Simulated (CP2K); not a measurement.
ZnCu2SnS4:

```
Sn Zn Cu S
1.0
     6.64784    0.00000    0.00000
     2.20571    6.27125    0.00000
    -4.42677   -3.13562    3.84256
Sn Zn Cu S
1 1 2 4
Direct
  0.50000 0.50000 0.00000
  0.25000 0.75000 0.50000
  0.75000 0.25000 0.50000
  0.00000 0.00000 0.00000
  0.62799 0.62839 0.51280
  0.88481 0.37201 0.00040
  0.11559 0.11519 0.48720
  0.37161 0.88441 0.99960
```

Program: CP2K 2026.2. Alike in all runs: task band structure; no spin polarisation; cell as given; k mesh 7 × 7 × 7.

Problem. Order these runs on this cell by their pressure, lowest first.
A. level LDA; potentials or basis GTH_POTENTIALS Sn GTH-PADE-q4, Zn GTH-PADE-q12, Cu GTH-PADE-q11, S GTH-PADE-q6; TZVP-MOLOPT-PBE-GTH basis; smearing fermi-dirac 0.01 eV; EPS_DEFAULT 1.0E-10; NGRIDS 4; points a segment of the path (NPOINTS) 10; bands added on the path 4; CUTOFF of the grids 450 Ry
B. level PBEsol; potentials or basis POTENTIAL_UZH Sn GTH-PBE-q4, Zn GTH-PBE-q12, Cu GTH-PBE-q11, S GTH-PBE-q6; TZVP-MOLOPT-PBE-GTH basis; smearing fermi-dirac 0.05 eV; EPS_DEFAULT 1.0E-10; NGRIDS 5; points a segment of the path (NPOINTS) 10; bands added on the path 2; CUTOFF of the grids 450 Ry
C. level r2SCAN; potentials or basis POTENTIAL_UZH Sn GTH-SCAN-q4, Zn GTH-SCAN-q12, Cu GTH-SCAN-q11, S GTH-SCAN-q6; TZVP-MOLOPT-SCAN-GTH basis; smearing fermi-dirac 0.05 eV; EPS_DEFAULT 1.0E-10; NGRIDS 4; points a segment of the path (NPOINTS) 8; bands added on the path 4; CUTOFF of the grids 675 Ry
D. level PBE; potentials or basis POTENTIAL_UZH Sn GTH-PBE-q4, Zn GTH-PBE-q12, Cu GTH-PBE-q11, S GTH-PBE-q6; TZVP-MOLOPT-PBE-GTH basis; smearing fermi-dirac 0.01 eV; EPS_DEFAULT 1.0E-9; NGRIDS 5; points a segment of the path (NPOINTS) 6; bands added on the path 4; CUTOFF of the grids 450 Ry

Solution. A (-4.2 GPa), C (-2.5 GPa), B (-0.2 GPa), D (2.7 GPa).

Caveats: the basis of atomic orbitals isn't converged, which shifts pressures, moduli and gaps; the potentials were made for another functional, which shifts forces and pressure (some runs).
